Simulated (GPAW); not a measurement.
Crystal: Cl.

```
CELL_PARAMETERS angstrom
3.14500 -2.25000 0.00000
3.14500 2.25000 0.00000
0.00000 0.00000 8.21000
ATOMIC_POSITIONS crystal
Cl 0.37000 0.63000 0.40000
Cl 0.13000 0.87000 0.90000
Cl 0.63000 0.37000 0.60000
Cl 0.87000 0.13000 0.10000
```

Base run:

| Property | Result |
| --- | --- |
| Program | GPAW 26.7.0 |
| Functional | LDA |
| Potentials or basis | the program's PAW data sets (release 1.2.1) made for this functional |
| Cutoff | 600 eV |
| Basis | pw |
| k mesh | 5 × 5 × 3 |
| Occupations | fermi-dirac, width 0.05 eV |
| Spin | no spin polarisation |

Its results: band gap on the k mesh 2.33 eV, indirect (least direct gap 2.38 eV); pressure -2.4 GPa; largest force 0.137 eV/Å.

Task: After a change of settings the same cell gave: band gap on the k mesh 2.58 eV, indirect (least direct gap 2.63 eV); pressure 2.4 GPa; largest force 0.139 eV/Å. Which change was it?
A. functional from LDA to AM05; potentials or basis from the program's PAW data sets (release 1.2.1) made for this functional to PAW data sets generated in the run's folder for this functional
B. cutoff from 600 eV to 450 eV; k mesh from 5 × 5 × 3 to 6 × 6 × 3
C. functional from LDA to RPBE

Result: C.

RPBE binds less tightly than LDA, so the same cell stands under more pressure.

Runs at the PBE level aren't shown here.
